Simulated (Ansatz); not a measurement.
The system is SrO.

```
Sr O
1.0
     0.00000    2.56630    2.56630
     2.56630    0.00000    2.56630
     2.56630    2.56630    0.00000
Sr O
1 1
Direct
  0.50000 0.50000 0.50000
  0.00000 0.00000 0.00000
```

* Program: Ansatz 0.2.0
* Task: single point
* Functional: PBE
* Potentials or basis: Ansatz PAW
* Cutoff: 420 eV (not typed: the program's choice for these potentials)
* k mesh: 9 × 9 × 9
* Occupations: fermi-dirac, width 0.05 eV
* Spin: no spin polarisation

On this cell: pressure 3.3 GPa; largest force zero by symmetry; band gap on the k mesh 3.37 eV, indirect (least direct gap 3.45 eV).

The same run follows on a disturbed copy (atoms moved at random, drawn with an rms of 0.05 Å):

```
Sr O
1.0
     0.00000    2.56630    2.56630
     2.56630    0.00000    2.56630
     2.56630    2.56630    0.00000
Sr O
1 1
Direct
  0.49804 0.49679 0.50611
  0.02237 0.99792 0.99510
```

Q: What does the disturbed cell give?

A: The energy moves by +3.4 meV/atom; pressure 3.5 GPa; largest force 0.176 eV/Å; band gap on the k mesh 3.40 eV, indirect (least direct gap 3.47 eV).

Forces on the atoms (eV/Å):
```
Sr  -0.056  0.076  0.149
O    0.056 -0.076 -0.149
```

Stress tensor (GPa, compression positive):
```
 3.32  0.01  0.03
 0.01  3.38 -0.04
 0.03 -0.04  3.73
```

Caveats: odd divisions of the mesh miss points on the zone boundary, where band edges often lie, so the gap on the mesh can be too wide.

A k mesh can miss the band edges.
